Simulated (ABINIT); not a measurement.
Runs of ABINIT 10.8.3 (patched build) on KBr. Symmetry: Fm-3m, No. 225, cubic system. Conventional cell: a = 6.600 Å, b = 6.600 Å, c = 6.600 Å, α = 90.00°, β = 90.00°, γ = 90.00°. Br (site symmetry m-3m) is surrounded by 6 K at 3.30 Å. K (site symmetry m-3m) has 6 Br at 3.30 Å as nearest neighbours. 

```tsv
task	level	potentials or basis	k mesh	cutoff (eV)	fine-grid cutoff	mesh quality	gap on the mesh (eV)	pressure (GPa)
band structure	BLYP	JTH PAW PBE v2.0	7 × 7 × 7	544	1088.46 eV	not flagged	(a)	1.5
single point	PBEsol	JTH PAW PBE v2.0	4 × 4 × 4	544	1088.46 eV	not flagged	(b)	-0.3
single point	LDA	JTH PAW LDA v2.0	3 × 3 × 3	544	1088.46 eV	coarse	4.02	(c)
band structure	LDA	PseudoDojo NC SR LDA v0.4.1 standard	7 × 7 × 7	980	-	not flagged	4.03	-1.7
```

Alike in all rows: no spin polarisation; cell as given; smearing fermi-dirac 0.05 eV.

Question: Fill in the values left out.

Answer: (a) 4.43; (b) 4.28; (c) -1.5.

Caveats: some runs use coarse meshes; the PAW data sets were made with another functional, which shifts forces and pressure a little (some runs).

A k mesh can miss the band edges, and the runs leave out spin-orbit coupling on Br.

Runs at the PBE level aren't shown here.
